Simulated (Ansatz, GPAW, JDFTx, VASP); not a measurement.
# KCl: programs and potentials compared

```
K Cl
1.0
     0.00000    3.14647    3.14647
     3.14647    0.00000    3.14647
     3.14647    3.14647    0.00000
K Cl
1 1
Direct
  0.00000 0.00000 0.00000
  0.50000 0.50000 0.50000
```

Alike in all runs: task single point; functional PBEsol; k mesh 7 × 7 × 7; occupations gaussian, width 0.1 eV; no spin polarisation; no spin-orbit coupling. Pressure is positive in compression and, in plane waves, holds the error of the finite cutoff.

```json
{"program and potentials": "JDFTx, PseudoDojo-SR-PBEsol-0.4.1-standard with smoothed tails", "plane-wave cutoff (eV)": "1007", "notes": "8 valence electrons an atom on average", "pressure (GPa)": "-0.42"}
{"program and potentials": "Ansatz, all-electron LAPW, scalar-relativistic", "plane-wave cutoff (eV)": "-", "notes": "-", "pressure (GPa)": "-0.41"}
{"program and potentials": "VASP, PBE PAW files Cl, K_pv, 500 eV", "plane-wave cutoff (eV)": "500", "notes": "potentials made for PBE; 7 valence electrons an atom on average", "pressure (GPa)": "-0.02"}
{"program and potentials": "GPAW, PAW data sets generated for this functional", "plane-wave cutoff (eV)": "600", "notes": "8 valence electrons an atom on average", "pressure (GPa)": "-0.48"}
```

The pressure spans -0.48 (GPAW, PAW data sets generated for this functional) to -0.02 GPa (VASP, PBE PAW files Cl, K_pv, 500 eV), with all-electron results at -0.41.

The functional is the same throughout but for its coding, so the spread measures potentials, basis and numerics; runs on potential files found faulty are left out.
